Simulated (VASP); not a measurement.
**GaN: band structure with TB-mBJ**

**What was measured.**

A printed reference work, textbook reports, for a bulk crystal of GaN at 0 K: band gap 3.299 eV (direct).

The system is GaN.

```
Ga N
1.0
     0.00000    2.24755    2.24755
     2.24755    0.00000    2.24755
     2.24755    2.24755    0.00000
Ga N
1 1
Cartesian
  0.0000 0.0000 0.0000
  3.3713 3.3713 3.3713
```

The cell is a database's computed one.

```json
{"Program": "VASP 6.6.1", "Task": "band structure", "Functional": "TB-mBJ", "Potentials or basis": "VASP PAW PBE potentials, release 64 (Ga_d, N)", "Cutoff": "520 eV", "k mesh": "10 × 10 × 10", "Occupations": "gaussian, width 0.03 eV", "Spin": "no spin polarisation", "Further INCAR settings": "ALGO = Normal; EDIFF = 1e-07; NBANDS = 16"}
```

- Band gap on the k mesh: 2.91 eV, direct
- Band gap along the path: 2.91 eV, direct

Levels at the corners of the path, in eV from the valence-band top:
| point | band 6 | band 7 | band 8 | band 9 | band 10 | band 11 | band 12 | band 13 |
| --- | --- | --- | --- | --- | --- | --- | --- | --- |
| Γ | -12.82 | 0.00 | 0.00 | 0.00 | 2.91 | 11.76 | 11.76 | 11.77 |
| X | -11.62 | -5.61 | -2.55 | -2.55 | 4.62 | 8.15 | 13.25 | 15.92 |
| X | -11.62 | -5.61 | -2.55 | -2.55 | 4.62 | 8.15 | 13.25 | 15.92 |
| W | -11.38 | -5.18 | -3.44 | -3.31 | 7.35 | 9.99 | 11.66 | 12.35 |
| W | -11.38 | -5.18 | -3.44 | -3.31 | 7.35 | 9.99 | 11.66 | 12.35 |
| K | -11.47 | -5.35 | -3.92 | -2.05 | 6.25 | 9.34 | 12.52 | 14.36 |
| K | -11.47 | -5.35 | -3.92 | -2.05 | 6.25 | 9.34 | 12.52 | 14.36 |
| Γ | -12.82 | 0.00 | 0.00 | 0.00 | 2.91 | 11.76 | 11.76 | 11.77 |
| Γ | -12.82 | 0.00 | 0.00 | 0.00 | 2.91 | 11.76 | 11.76 | 11.77 |
| L | -11.93 | -6.49 | -0.92 | -0.92 | 6.05 | 10.12 | 11.64 | 11.64 |
| L | -11.93 | -6.49 | -0.92 | -0.92 | 6.05 | 10.12 | 11.64 | 11.64 |
| U | -11.47 | -5.35 | -3.92 | -2.05 | 6.25 | 9.34 | 12.52 | 14.36 |
| U | -11.47 | -5.35 | -3.92 | -2.05 | 6.25 | 9.34 | 12.52 | 14.36 |
| W | -11.38 | -5.18 | -3.44 | -3.31 | 7.35 | 9.99 | 11.66 | 12.35 |
| W | -11.38 | -5.18 | -3.44 | -3.31 | 7.35 | 9.99 | 11.66 | 12.35 |
| L | -11.93 | -6.49 | -0.92 | -0.92 | 6.05 | 10.12 | 11.64 | 11.64 |
| L | -11.93 | -6.49 | -0.92 | -0.92 | 6.05 | 10.12 | 11.64 | 11.64 |
| K | -11.47 | -5.35 | -3.92 | -2.05 | 6.25 | 9.34 | 12.52 | 14.36 |
| U | -11.47 | -5.35 | -3.92 | -2.05 | 6.25 | 9.34 | 12.52 | 14.36 |
| X | -11.62 | -5.61 | -2.55 | -2.55 | 4.62 | 8.15 | 13.25 | 15.92 |

Wall time 65 s on 1 thread of Intel(R) Xeon(R) 6975P-C (Granite Rapids), with other jobs on the host, peak memory 0.17 GiB.

Measured gap of GaN: 3.299 eV (direct; 0 K; a printed reference work, textbook). This calculation gives 2.91 eV (-0.39 eV). Spin-orbit coupling on Ga is left out. The value is that of TB-mBJ, without temperature or zero-point motion. The cell is a database's relaxed one, not the measured one, which moves gaps too.
